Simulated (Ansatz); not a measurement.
# SnSe2 (P-3m1): frozen displacement of one atom from a Python script

Wanted for SnSe2 (P-3m1): a frozen displacement of one atom.

All numbers are computed with Ansatz 0.2.0 through its Python package. Level of theory: DFT PBE, plane waves, PAW.

## 1. Starting point

The structure is trigonal, space group P-3m1 (No. 164). Conventional cell: a = 3.811 Å, b = 3.811 Å, c = 6.136 Å, α = 90.00°, β = 90.00°, γ = 120.00°. Around Sn (site symmetry -3m) lie 6 Se at 2.68 Å. Se (site symmetry 3m) has 3 Sn at 2.68 Å as nearest neighbours.

No structure file is read: the coordinates are typed or built in the script.

## 2. The code

snse2_push.py

```python
"""Energy and force of SnSe2 as one atom is pushed off its site."""

from dataclasses import dataclass

import ansatz as az
from ase import Atoms
import numpy as np


@dataclass(frozen=True)
class Settings:
    functional: str = "pbe"
    mesh: tuple[int, ...] = (6, 6, 4)
    filling: str = "fixed"
    tolerance: float = 1e-09


opts = Settings()

atoms = Atoms(
    ["Sn", "Se", "Se"],
    scaled_positions=[
        (0.0, 0.0, 0.0),
        (1 / 3, 2 / 3, 0.249),
        (2 / 3, 1 / 3, 0.751),
    ],
    cell=[
        (3.811, 0.0, 0.0),
        (-1.9055, 3.30042, 0.0),
        (0.0, 0.0, 6.136),
    ],
    pbc=True,
)
snse2 = az.Crystal.from_ase(atoms)

inverse = np.linalg.inv(np.array(snse2.lattice.vectors))
home = np.array(snse2.sites[0].position)
values = np.linspace(-0.1, 0.1, 5)
energies, pulls = [], []
for shift in values:
    moved = snse2.move(0, to=home + shift * inverse[2])
    model = (
        moved.calculation()
        .functional(opts.functional)
        .pseudopotentials("paw")
        .kpoints(*opts.mesh)
        .occupations(opts.filling)
        .scf(tolerance=opts.tolerance)
        .forces()
    )
    data = model.run().report
    energies.append(data["free_energy_ev"])
    pulls.append(data["forces_ev_ang"][0][2])

# the force is minus the slope of the free energy
print("shift (A)   dE (eV)   force along z (eV/A)")
for shift, e, f in zip(values, energies, pulls):
    print(f"{shift:8.3f} {e - energies[2]:10.5f} {f:12.4f}")
print(f"stiffness from energies {2 * np.polyfit(values, energies, 2)[0]:.3f}, from forces {-np.polyfit(values, pulls, 1)[0]:.3f} eV/A^2")
```

## 3. Launch

Launch:

```console
python snse2_push.py
```

The log of the run:

```text
DeckWarning: basis.ecutwfc = 420 eV, auto-derived from the records' recommended cutoffs: set by Sn (normal level)
shift (A)   dE (eV)   force along z (eV/A)
  -0.100    0.08153       1.6256
  -0.050    0.02043       0.8166
   0.000    0.00000       0.0000
   0.050    0.02043      -0.8166
   0.100    0.08153      -1.6256
stiffness from energies 16.300, from forces 16.271 eV/A^2
```

(Warnings from the package without file and line.)

Run time: 21 s. Hardware: 1 thread of Arm Neoverse V1, shared host; peak memory 0.43 GiB.

## 4. The runs side by side

One row for each of the 5 runs:

```
run  shift of atom 1 from run 1 (Å)  energy from run 3 (meV/atom)  gap on the mesh (eV)  SCF cycles  CPU time (s)
  1                           0.000                         27.18                  0.80           8           4.5
  2                           0.050                          6.81                  0.82           8           4.3
  3                           0.100                          0.00                  0.82           8           2.6
  4                           0.150                          6.81                  0.82           8           4.3
  5                           0.200                         27.18                  0.80           8           4.3
```

## 5. Summary of results

```
                                    quantity           value
                               runs compared               5
                             range of energy  27.18 meV/atom
lowest point, shift of atom 1 from run 1 (Å)           0.100
```

**Reading.** The curvature of the energy gives 16.300 eV/Å² and the slope of the force 16.271 eV/Å², a positive curvature. All periodic images of the atom move with it, so the curvature is one diagonal element of the zone-centre force constants and no normal mode; a positive value doesn't exclude soft modes in which several atoms move.
